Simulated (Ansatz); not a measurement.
MgO:

```xyz
2
Lattice="0.0000 2.0970 2.0970 2.0970 0.0000 2.0970 2.0970 2.0970 0.0000" Properties=species:S:1:pos:R:3 pbc="T T T"
Mg    0.0000    0.0000    0.0000
O     2.0970    2.0970    2.0970
```

The cell is a database's computed one.

```yaml
Program: Ansatz 0.2.0
Task: relaxation of cell and atoms
Functional: RPBE
Dispersion: D3(BJ)
Potentials_or_basis: Ansatz PAW
Cutoff: "420 eV (not typed: the program's choice for these potentials)"
k_mesh: 11 × 11 × 11
Occupations: fermi-dirac, width 0.05 eV
Spin: no spin polarisation
```

At the start: volume 9.22 Å³/atom.

Q: Where does the relaxation end?

A: It ends after 8 steps and the volume is 8.47 Å³/atom (-8.1 %); space group Fm-3m (No. 225, to 0.05 Å).

The path:
```tsv
step	energy change (eV)	largest force (eV/Å)	volume (Å³)
1	0.0000	0.0000	18.44
2	-0.0516	0.0000	17.77
3	-0.0764	0.0000	16.88
4	-0.0764	0.0000	16.98
5	-0.0765	0.0000	16.98
6	-0.0734	0.0000	16.98
7	-0.0736	0.0000	16.95
8	-0.0734	0.0000	16.95
```

Final structure:
```
Mg O
1.0
     0.00000    2.03863    2.03863
     2.03863    0.00000    2.03863
     2.03863    2.03863    0.00000
Mg O
1 1
Cartesian
  0.0000 0.0000 0.0000
  2.0386 2.0386 2.0386
```

Caveat: the plane-wave basis is chosen anew once the cell has moved, so the energies of steps on either side of that aren't comparable; the pressure holds a Pulay correction of +0.6 GPa for the finite cutoff; the PAW data sets come from PBE, with cores solved anew for the run's functional, which leaves a small shift of forces and pressure.
